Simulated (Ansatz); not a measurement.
**Ligand exchange: C4H10O + C3H9BO → C3H8O2 + C4H11B**

Gas-phase species: C4H10O (1-butanol) `CCCCO`, singlet; C3H9BO `CC(C)BO`, singlet; C3H8O2 (1,3-propanediol) `OCCCO`, singlet; C4H11B `CBC(C)C`, singlet. The partners trade CH3 for OH: C–CH3 and B–OH bonds give way to C–OH and B–CH3.

Shapes, held fixed at every level: PBE0-D4/def2-TZVP. Flexible molecules stand in one conformer, not always the lowest. Programs: Ansatz 0.2.0. The zero-point and thermal change to 298 K, harmonic and unscaled (PBE0-D4/def2-TZVP), is -6.3 kJ/mol.

| level | kind | ΔH(298 K) (kJ/mol) | less CCSD(T)/CBS estimate |
| --- | --- | --- | --- |
| HF/def2-TZVPP | Hartree–Fock | +174.2 | -2.3 |
| PBE-D4/def2-TZVPP | GGA | +169.2 | -7.3 |
| wB97M-V/def2-TZVPP | range-separated hybrid | +172.7 | -3.8 |
| B2PLYP/def2-TZVPP | double hybrid | +177.3 | +0.8 |
| MP2/def2-TZVPP | perturbation theory | +182.8 | +6.3 |
| CCSD(T)/def2-SVP | coupled cluster or CI | +191.6 | +15.1 |
| CCSD/def2-SVP | coupled cluster or CI | +190.0 | +13.5 |
| CCSD(T)/CBS estimate | coupled cluster or CI | +176.5 | 0.0 |

The highest level, CCSD(T)/CBS estimate, gives ΔH(298 K) = +176.5 kJ/mol; the levels span +169.2 to +191.6. The column of differences is taken from that level and isn't an error. No measured value is set beside it here. The CBS estimate extrapolates MP2 from def2-TZVPP and def2-QZVPP and adds CCSD(T) − MP2 in the triple-zeta set, cores frozen.

The exchange is strongly endothermic at every level, so hydroxyl clearly prefers boron to carbon when methyl is the alternative. Boron is much less electronegative than carbon, which makes its σ bond to oxygen more polar and stronger. In the borinic acid, an oxygen lone pair also donates into boron's empty p orbital. Methyl offers only weak hyperconjugation in its place, and the new C–OH bond, at a saturated carbon, has no comparable π acceptor.

Hartree–Fock already gives +174.2 kJ/mol, close to the highest level, so the preference doesn't depend on electron correlation, whose net contribution is small. The two coupled-cluster values in the small basis lie close together and well above the extrapolated result, which points to basis incompleteness rather than missing triples as the main source of their excess.

The enthalpy applies to monomeric boranes; the dialkylborane product would normally dimerise through B–H–B bridges, which would offset part of the cost in practice.
